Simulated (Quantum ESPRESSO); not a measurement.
# MnS (Browneite): orders under volume

Wanted: the trend of the moments of MnS (Browneite) with volume.

Method: PBE with U = 4 eV on Mn d (ortho-atomic projectors); plane waves with GBRV 1.5 PBE potentials, no spin-orbit coupling, in Quantum ESPRESSO 7.5.

## (1) The structure

It takes space group F-43m (No. 216, cubic). Conventional cell: a = 5.600 Å, b = 5.600 Å, c = 5.600 Å, α = 90.00°, β = 90.00°, γ = 90.00°. Nearest to Mn lie 4 S at 2.42 Å. Nearest to S lie 4 Mn at 2.42 Å. Farther neighbours and most contacts between anions are not listed.

The cell comes from the Crystallography Open Database.

## (2) Volume 0.92, ferro +

All lengths scale alike; the factor is that of the volume. Atoms keep their fractional places. Seeded atoms are those given a starting moment.

File pw.in:

```
&CONTROL
  calculation = 'scf'
  prefix = 'pwscf'
  outdir = './tmp'
  pseudo_dir = './pseudo'
  disk_io = 'nowf'
  tprnfor = .true.
  tstress = .true.
/
&SYSTEM
  ibrav = 0
  celldm(1) = 8
  nat = 2
  ntyp = 2
  ecutwfc = 40
  ecutrho = 280
  nbnd = 19
  occupations = 'smearing'
  smearing = 'fd'
  degauss = 0.00367493
  nspin = 2
  starting_magnetization(1) = 0.3
  starting_magnetization(2) = 0
/
&ELECTRONS
  conv_thr = 4d-09
  electron_maxstep = 150
  mixing_beta = 0.3
/
ATOMIC_SPECIES
Mn     54.9380 mn_pbe_v1.5.uspp.F.UPF
S      32.0600 s_pbe_v1.4.uspp.F.UPF
CELL_PARAMETERS alat
   0.0000000000000    0.6432742796980    0.6432742796980
   0.6432742796980    0.0000000000000    0.6432742796980
   0.6432742796980    0.6432742796980    0.0000000000000
ATOMIC_POSITIONS crystal
Mn      0.0000000000    0.0000000000    0.0000000000
S       0.2500000000    0.2500000000    0.2500000000
K_POINTS automatic
6 6 6 0 0 0
HUBBARD {ortho-atomic}
U Mn-3d 4.0000
```

On the command line:

```bash
OMP_NUM_THREADS=1 mpirun -n 2 pw.x -nk 2 -in pw.in > pw.out
```

What it wrote:

```text
Program PWSCF v.7.5 starts

     Message from routine setup:
     using ibrav=0 with symmetry is DISCOURAGED, use correct ibrav instead

     K-points division:     npool     =       2
     Subspace diagonalization in iterative solution of the eigenvalue problem:

     bravais-lattice index     =            0
     lattice parameter (alat)  =       8.0000  a.u.
     unit-cell volume          =     272.5766 (a.u.)^3
     number of atoms/cell      =            2
     number of atomic types    =            2
     number of electrons       =        21.00
     number of Kohn-Sham states=           19
     kinetic-energy cutoff     =      40.0000  Ry
     charge density cutoff     =     280.0000  Ry
     scf convergence threshold =      4.0E-09
     mixing beta               =       0.3000
     number of iterations used =            8  plain     mixing
     Exchange-correlation=  SLA  PW   PBX  PBC
                           (   1   4   3   4   0   0   0)
     Hubbard projectors: ortho-atomic
     Hubbard parameters of DFT+U (Dudarev formulation) in eV:
     U(Mn-3d) =  4.0000

     Internal variables: lda_plus_u =T, lda_plus_u_kind = 0

     Internal variables: orbital_resolved =F, hub_pot_fix =F, apply_U = F

     celldm(1)=   8.000000  celldm(2)=   0.000000  celldm(3)=   0.000000
     celldm(4)=   0.000000  celldm(5)=   0.000000  celldm(6)=   0.000000

     crystal axes: (cart. coord. in units of alat)
               a(1) = (   0.000000   0.643274   0.643274 )
               a(2) = (   0.643274   0.000000   0.643274 )
               a(3) = (   0.643274   0.643274   0.000000 )

     reciprocal axes: (cart. coord. in units 2 pi/alat)
               b(1) = ( -0.777273  0.777273  0.777273 )
               b(2) = (  0.777273 -0.777273  0.777273 )
               b(3) = (  0.777273  0.777273 -0.777273 )

     PseudoPot. # 1 for Mn read from file:
     mn_pbe_v1.5.uspp.F.UPF
     Pseudo is Ultrasoft + core correction, Zval = 15.0

     PseudoPot. # 2 for S  read from file:
     s_pbe_v1.4.uspp.F.UPF
     Pseudo is Ultrasoft + core correction, Zval =  6.0

     atomic species   valence    mass     pseudopotential
     Mn               15.00    54.93800     Mn( 1.00)
     S                 6.00    32.06000     S ( 1.00)

     Starting magnetic structure
     atomic species   magnetization
     Mn              0.300
     S               0.000

     24 Sym. Ops. (no inversion) found

   Cartesian axes

     site n.     atom                  positions (alat units)
         1        Mn     tau(   1) = (   0.0000000   0.0000000   0.0000000  )
         2        S      tau(   2) = (   0.3216371   0.3216371   0.3216371  )

     number of k points=    16  Fermi-Dirac smearing, width (Ry)=  0.0037
                       cart. coord. in units 2pi/alat
        k(    1) = (   0.0000000   0.0000000   0.0000000), wk =   0.0046296
        k(    2) = (   0.1295456   0.1295456  -0.1295456), wk =   0.0370370
        k(    3) = (   0.2590911   0.2590911  -0.2590911), wk =   0.0370370
        k(    4) = (  -0.3886367  -0.3886367   0.3886367), wk =   0.0185185
        k(    5) = (   0.2590911   0.0000000  -0.0000000), wk =   0.0277778
        [... 11 further k-points ...]

     Dense  grid:    21595 G-vectors     FFT dimensions: (  40,  40,  40)

     Smooth grid:     9377 G-vectors     FFT dimensions: (  30,  30,  30)

     Check: negative core charge=   -0.000034
     Generating pointlists ...
     new r_m :   0.2298 (alat units)  1.8384 (a.u.) for type    1
     new r_m :   0.2298 (alat units)  1.8384 (a.u.) for type    2

     Initial potential from superposition of free atoms

     starting charge      20.4999, renormalised to      21.0000

     STARTING HUBBARD OCCUPATIONS:

     =================== HUBBARD OCCUPATIONS ===================
     ------------------------ ATOM    1 ------------------------
     Tr[ns(  1)] (up, down, total) =   5.00000  0.00000  5.00000
     Atomic magnetic moment for atom   1 =   5.00000
     [... lines left out ...]
     Number of occupied Hubbard levels =    5.0000

     Atomic wfc used for Hubbard projectors are orthogonalized

     Starting wfcs are   17 randomized atomic wfcs +    2 random wfcs

     Self-consistent Calculation

     iteration #  1     ecut=    40.00 Ry     beta= 0.30
     Davidson diagonalization with overlap
     ethr =  1.00E-02,  avg # of iterations =  6.5

     =================== HUBBARD OCCUPATIONS ===================
     ------------------------ ATOM    1 ------------------------
     Tr[ns(  1)] (up, down, total) =   4.81176  0.16438  4.97614
     Atomic magnetic moment for atom   1 =   4.64738
     [... lines left out ...]
     Number of occupied Hubbard levels =    4.9761

     total energy              =    -235.21228183 Ry
     estimated scf accuracy    <       0.51969171 Ry

     total magnetization       =     5.00 Bohr mag/cell
     absolute magnetization    =     5.00 Bohr mag/cell

     iteration #  2     ecut=    40.00 Ry     beta= 0.30
     Davidson diagonalization with overlap
     ethr =  2.47E-03,  avg # of iterations =  1.6

     total energy              =    -235.30415944 Ry
     estimated scf accuracy    <       0.02323534 Ry

     total magnetization       =     5.00 Bohr mag/cell
     absolute magnetization    =     5.00 Bohr mag/cell

     [... further iterations left out ...]

     iteration #  9     ecut=    40.00 Ry     beta= 0.30
     Davidson diagonalization with overlap
     ethr =  8.33E-10,  avg # of iterations =  3.2

     negative rho (up, down):  0.000E+00 5.360E-04

     total energy              =    -235.31291979 Ry
     estimated scf accuracy    <       0.00000005 Ry

     total magnetization       =     5.00 Bohr mag/cell
     absolute magnetization    =     5.00 Bohr mag/cell

     iteration # 10     ecut=    40.00 Ry     beta= 0.30
     Davidson diagonalization with overlap
     ethr =  2.19E-10,  avg # of iterations =  1.9

     negative rho (up, down):  0.000E+00 5.358E-04

     Magnetic moment per site  (integrated on atomic sphere of radius R)
     atom   1 (R=0.230)  charge= 12.8371  magn=  4.2802
     atom   2 (R=0.230)  charge=  4.1132  magn=  0.0688

     End of self-consistent calculation

     =================== HUBBARD OCCUPATIONS ===================
     ------------------------ ATOM    1 ------------------------
     Tr[ns(  1)] (up, down, total) =   4.94671  0.29613  5.24284
     Atomic magnetic moment for atom   1 =   4.65058
     [... lines left out ...]
     Number of occupied Hubbard levels =    5.2428

     [... lines left out ...]
     the Fermi energy is     8.8240 ev

!    total energy              =    -235.31291984 Ry
     estimated scf accuracy    <          1.2E-09 Ry
     smearing contrib. (-TS)   =      -0.00000049 Ry
     internal energy E=F+TS    =    -235.31291935 Ry

     The total energy is F=E-TS. E is the sum of the following terms:
     one-electron contribution =    -152.00134760 Ry
     hartree contribution      =      82.23389075 Ry
     xc contribution           =     -35.30339344 Ry
     ewald contribution        =    -130.29021196 Ry
     Hubbard energy            =       0.04814290 Ry

     total magnetization       =     5.00 Bohr mag/cell
     absolute magnetization    =     5.00 Bohr mag/cell

     convergence has been achieved in  10 iterations

     negative rho (up, down):  0.000E+00 5.358E-04

     Forces acting on atoms (cartesian axes, Ry/au):

     atom    1 type  1   force =    -0.00000000   -0.00000000   -0.00000000
     atom    2 type  2   force =    -0.00000000   -0.00000000   -0.00000000

     Total force =     0.000000     Total SCF correction =     0.000000

     Computing stress (Cartesian axis) and pressure

     negative rho (up, down):  0.000E+00 5.358E-04
          total   stress  (Ry/bohr**3)                   (kbar)     P=      132.43
   0.00090023   0.00000000  -0.00000000          132.43        0.00       -0.00
   0.00000000   0.00090023  -0.00000000            0.00      132.43       -0.00
   0.00000000  -0.00000000   0.00090023            0.00       -0.00      132.43

=------------------------------------------------------------------------------=
   JOB DONE.
=------------------------------------------------------------------------------=
```

It took 8.7 s on 2 MPI ranks of Intel Xeon Platinum 8488C (Sapphire Rapids), shared host; peak memory 0.22 GiB; 17 s of CPU time.

Spin moment in the atom's sphere by atom:

| atom | spin moment in the atom's sphere (μB) |
| --- | --- |
| Mn1 | 4.28 |
| S2 | 0.07 |

This step gave:

| Property | Result |
| --- | --- |
| smearing term TS | 6.69e-6 eV |
| pressure | 13.24 GPa |
| magnetization | 5 μB |
| absolute magnetization | 5 μB |
| final state | ferromagnetic |

## (3) Volume 0.92, antiferro q=(0,1/2,1/2) +-

The wavevector q is in fractions of the reciprocal vectors of the crystal's primitive cell, as the cells of these inputs are built from it; moments change sign between cells as cos(2π q·R).

File pw.in:

```
&CONTROL
  calculation = 'scf'
  prefix = 'pwscf'
  outdir = './tmp'
  pseudo_dir = './pseudo'
  disk_io = 'nowf'
  tprnfor = .true.
  tstress = .true.
/
&SYSTEM
  ibrav = 0
  celldm(1) = 8
  nat = 4
  ntyp = 3
  ecutwfc = 40
  ecutrho = 280
  nbnd = 30
  occupations = 'smearing'
  smearing = 'fd'
  degauss = 0.00367493
  nspin = 2
  starting_magnetization(1) = 0.3
  starting_magnetization(2) = -0.3
  starting_magnetization(3) = 0
/
&ELECTRONS
  conv_thr = 8d-09
  electron_maxstep = 150
  mixing_beta = 0.3
/
ATOMIC_SPECIES
Mn1    54.9380 mn_pbe_v1.5.uspp.F.UPF
Mn2    54.9380 mn_pbe_v1.5.uspp.F.UPF
S      32.0600 s_pbe_v1.4.uspp.F.UPF
CELL_PARAMETERS alat
   0.0000000000000    0.6432742796980    0.6432742796980
   1.2865485593985    0.0000000000000    1.2865485593985
   1.2865485593985    0.6432742796980    0.6432742796980
ATOMIC_POSITIONS crystal
Mn1     0.0000000000    0.0000000000    0.0000000000
Mn2     0.0000000000    0.5000000000    0.0000000000
S       0.2500000000    0.0000000000    0.2500000000
S       0.2500000000    0.5000000000    0.2500000000
K_POINTS automatic
6 3 6 0 0 0
HUBBARD {ortho-atomic}
U Mn1-3d 4.0000
U Mn2-3d 4.0000
```

What it wrote:

```text
     [... lines left out ...]
Program PWSCF v.7.5 starts
     [... lines left out ...]
     number of atoms/cell      =            4
     [... lines left out ...]
     number of electrons       =        42.00
     number of Kohn-Sham states=           30
     kinetic-energy cutoff     =      40.0000  Ry
     charge density cutoff     =     280.0000  Ry
     scf convergence threshold =      8.0E-09
     [... lines left out ...]
      8 Sym. Ops. (no inversion) found
     [... lines left out ...]
     number of k points=    20  Fermi-Dirac smearing, width (Ry)=  0.0037
     [... lines left out ...]
     iteration # 12     ecut=    40.00 Ry     beta= 0.30
     [... lines left out ...]
     Magnetic moment per site  (integrated on atomic sphere of radius R)
     atom   1 (R=0.230)  charge= 12.8438  magn=  4.1841
     atom   2 (R=0.230)  charge= 12.8438  magn= -4.1841
     atom   3 (R=0.230)  charge=  4.1011  magn= -0.0000
     atom   4 (R=0.230)  charge=  4.1011  magn= -0.0000
     [... lines left out ...]
     Tr[ns(  1)] (up, down, total) =   4.92997  0.36179  5.29177
     [... lines left out ...]
     Tr[ns(  2)] (up, down, total) =   0.36180  4.92997  5.29177
     [... lines left out ...]
     the Fermi energy is     8.4738 ev
!    total energy              =    -470.64966446 Ry
     estimated scf accuracy    <          1.5E-09 Ry
     smearing contrib. (-TS)   =      -0.00000000 Ry
     [... lines left out ...]
     total magnetization       =     0.00 Bohr mag/cell
     absolute magnetization    =     9.52 Bohr mag/cell
     convergence has been achieved in  12 iterations
     [... lines left out ...]
     Total force =     0.000000     Total SCF correction =     0.000006
     [... lines left out ...]
          total   stress  (Ry/bohr**3)                   (kbar)     P=       99.41
     [... lines left out ...]
```

Elapsed: 53 s, on 2 MPI ranks; peak memory 0.4 GiB; 1.7 min of CPU time.

Spin moment in the atom's sphere by atom:

| atom | spin moment in the atom's sphere (μB) |
| --- | --- |
| Mn1 | 4.18 |
| Mn2 | -4.18 |
| S3 | 0.00 |
| S4 | 0.00 |

Read from the output:

| Quantity | Value |
| --- | --- |
| smearing term TS | 7.33e-13 eV |
| pressure | 9.941 GPa |
| magnetization | 0 μB |
| absolute magnetization | 9.521 μB |
| final state | antiferromagnetic |

## (4) Volume 0.92, no spin polarisation

File pw.in:

```
&CONTROL
  calculation = 'scf'
  prefix = 'pwscf'
  outdir = './tmp'
  pseudo_dir = './pseudo'
  disk_io = 'nowf'
  tprnfor = .true.
  tstress = .true.
/
&SYSTEM
  ibrav = 0
  celldm(1) = 8
  nat = 2
  ntyp = 2
  ecutwfc = 40
  ecutrho = 280
  nbnd = 17
  occupations = 'smearing'
  smearing = 'fd'
  degauss = 0.00367493
/
&ELECTRONS
  conv_thr = 4d-09
  electron_maxstep = 150
  mixing_beta = 0.3
/
ATOMIC_SPECIES
Mn     54.9380 mn_pbe_v1.5.uspp.F.UPF
S      32.0600 s_pbe_v1.4.uspp.F.UPF
CELL_PARAMETERS alat
   0.0000000000000    0.6432742796980    0.6432742796980
   0.6432742796980    0.0000000000000    0.6432742796980
   0.6432742796980    0.6432742796980    0.0000000000000
ATOMIC_POSITIONS crystal
Mn      0.0000000000    0.0000000000    0.0000000000
S       0.2500000000    0.2500000000    0.2500000000
K_POINTS automatic
6 6 6 0 0 0
HUBBARD {ortho-atomic}
U Mn-3d 4.0000
```

What it wrote:

```text
     [... lines left out ...]
Program PWSCF v.7.5 starts
     [... lines left out ...]
     number of atoms/cell      =            2
     [... lines left out ...]
     number of electrons       =        21.00
     number of Kohn-Sham states=           17
     kinetic-energy cutoff     =      40.0000  Ry
     charge density cutoff     =     280.0000  Ry
     scf convergence threshold =      4.0E-09
     [... lines left out ...]
     24 Sym. Ops. (no inversion) found
     [... lines left out ...]
     number of k points=    16  Fermi-Dirac smearing, width (Ry)=  0.0037
     [... lines left out ...]
     iteration # 13     ecut=    40.00 Ry     beta= 0.30
     [... lines left out ...]
     Tr[ns(  1)] =   5.72706
     [... lines left out ...]
     the Fermi energy is     7.9804 ev
!    total energy              =    -235.03942560 Ry
     estimated scf accuracy    <          1.4E-09 Ry
     smearing contrib. (-TS)   =      -0.00139976 Ry
     [... lines left out ...]
     convergence has been achieved in  13 iterations
     [... lines left out ...]
     Total force =     0.000000     Total SCF correction =     0.000000
     [... lines left out ...]
          total   stress  (Ry/bohr**3)                   (kbar)     P=     -126.50
     [... lines left out ...]
```

The job ended after 5.7 s (2 MPI ranks; peak memory 0.2 GiB).

This step gave:

```yaml
smearing_term_ts: 0.01904 eV
pressure: -12.65 GPa
final_state: non-magnetic (no spin polarisation)
```

## (5) Volume 1.08, ferro +

Edit pw.in of step 4 so:

```diff
@@ -16,3 +16,3 @@
   ecutrho = 280
-  nbnd = 17
+  nbnd = 19
   occupations = 'smearing'
@@ -20,2 +20,5 @@
   degauss = 0.00367493
+  nspin = 2
+  starting_magnetization(1) = 0.3
+  starting_magnetization(2) = 0
 /
@@ -30,5 +33,5 @@
 CELL_PARAMETERS alat
-   0.0000000000000    0.6432742796980    0.6432742796980
-   0.6432742796980    0.0000000000000    0.6432742796980
-   0.6432742796980    0.6432742796980    0.0000000000000
+   0.0000000000000    0.6785911059732    0.6785911059732
+   0.6785911059732    0.0000000000000    0.6785911059732
+   0.6785911059732    0.6785911059732    0.0000000000000
 ATOMIC_POSITIONS crystal
```

What it wrote:

```text
     [... lines left out ...]
Program PWSCF v.7.5 starts
     [... lines left out ...]
     number of atoms/cell      =            2
     [... lines left out ...]
     number of electrons       =        21.00
     number of Kohn-Sham states=           19
     kinetic-energy cutoff     =      40.0000  Ry
     charge density cutoff     =     280.0000  Ry
     scf convergence threshold =      4.0E-09
     [... lines left out ...]
     24 Sym. Ops. (no inversion) found
     [... lines left out ...]
     number of k points=    16  Fermi-Dirac smearing, width (Ry)=  0.0037
     [... lines left out ...]
     iteration # 11     ecut=    40.00 Ry     beta= 0.30
     [... lines left out ...]
     Magnetic moment per site  (integrated on atomic sphere of radius R)
     atom   1 (R=0.242)  charge= 12.9645  magn=  4.4348
     atom   2 (R=0.242)  charge=  4.3814  magn=  0.0321
     [... lines left out ...]
     Tr[ns(  1)] (up, down, total) =   4.96608  0.23261  5.19869
     [... lines left out ...]
     the Fermi energy is     6.7253 ev
!    total energy              =    -235.33239915 Ry
     estimated scf accuracy    <          2.0E-09 Ry
     smearing contrib. (-TS)   =      -0.00000000 Ry
     [... lines left out ...]
     total magnetization       =     5.00 Bohr mag/cell
     absolute magnetization    =     5.00 Bohr mag/cell
     convergence has been achieved in  11 iterations
     [... lines left out ...]
     Total force =     0.000000     Total SCF correction =     0.000000
     [... lines left out ...]
          total   stress  (Ry/bohr**3)                   (kbar)     P=        1.97
     [... lines left out ...]
```

Run time: 11 s. Hardware: 2 MPI ranks; peak memory 0.23 GiB.

Numbers from this step:

```
smearing term TS       : 6.67e-8 eV
pressure               : 0.1966 GPa
magnetization          : 5 μB
absolute magnetization : 5 μB
final state            : ferromagnetic
largest moment         : 4.435 μB
```

## (6) All points

The runs not shown differ from these in the moved quantity alone.

States, by row:

| volume | ferro + | antiferro q=(0,1/2,1/2) +- | no spin polarisation |
| --- | --- | --- | --- |
| 0.92 | ferromagnetic | antiferromagnetic | non-magnetic |
| 0.96 | ferromagnetic | antiferromagnetic | non-magnetic |
| 1 | ferromagnetic | antiferromagnetic | non-magnetic |
| 1.04 | ferromagnetic | antiferromagnetic | non-magnetic |
| 1.08 | ferromagnetic | antiferromagnetic | non-magnetic |

Table of largest site moment by volume:

| volume (factor) | ferro + (μB) | antiferro q=(0,1/2,1/2) +- (μB) |
| --- | --- | --- |
| 0.9200 | 4.28 | 4.18 |
| 0.9600 | 4.32 | 4.24 |
| 1.0000 | 4.36 | 4.29 |
| 1.0400 | 4.40 | 4.34 |
| 1.0800 | 4.43 | 4.38 |

Table of energy less that of the parallel start by volume; values in meV a seeded atom:

| volume (factor) | antiferro q=(0,1/2,1/2) +- | no spin polarisation |
| --- | --- | --- |
| 0.9200 | -162 | 3721 |
| 0.9600 | -130 | 3987 |
| 1.0000 | -104 | 4224 |
| 1.0400 | -84.0 | 4436 |
| 1.0800 | -67.8 | 4625 |

Table of energy over the lowest by volume; values in meV an atom:

| volume (factor) | ferro + | antiferro q=(0,1/2,1/2) +- | no spin polarisation |
| --- | --- | --- | --- |
| 0.9200 | 166 | 85.4 | 2027 |
| 0.9600 | 105 | 40.3 | 2099 |
| 1.0000 | 65.1 | 13.0 | 2177 |
| 1.0400 | 42.3 | 0.364 | 2260 |
| 1.0800 | 33.9 | 0 | 2346 |

## (7) Summary of results

| Item | Value |
| --- | --- |
| moment, parallel start | 4.28 to 4.43 μB |
| states met from these starts | antiferromagnetic and ferromagnetic |

In words: The moment of the parallel start goes from 4.28 μB at 0.92 to 4.43 μB at 1.08. The net moment of the cell goes from 5 to 5 μB. The radius of the spheres follows the nearest distance, so part of the change of the site moments is the spheres'. The largest moment of the start antiferro q=(0,1/2,1/2) +- lies between 4.18 and 4.38 μB. The start antiferro q=(0,1/2,1/2) +- lies under the parallel one at every finished point, by 67.8 to 162 meV a seeded atom.

[Logs and program files are shortened in this print: banners, set-up blocks, solver, clock and traceback lines can be left out without a mark of their own.]

[Logs are printed without paths, hosts, clocks, repeated set-up lines and the standing remarks that a program may print on its own settings, such as how far it seeks lower states.]

[Hosts, paths, dates, database ids (printed as entryN), source tags and the programs' standing remarks are cut or masked in the printed files.]

[Where a cell is said to come from a database of computed structures, the database is the Materials Project.]
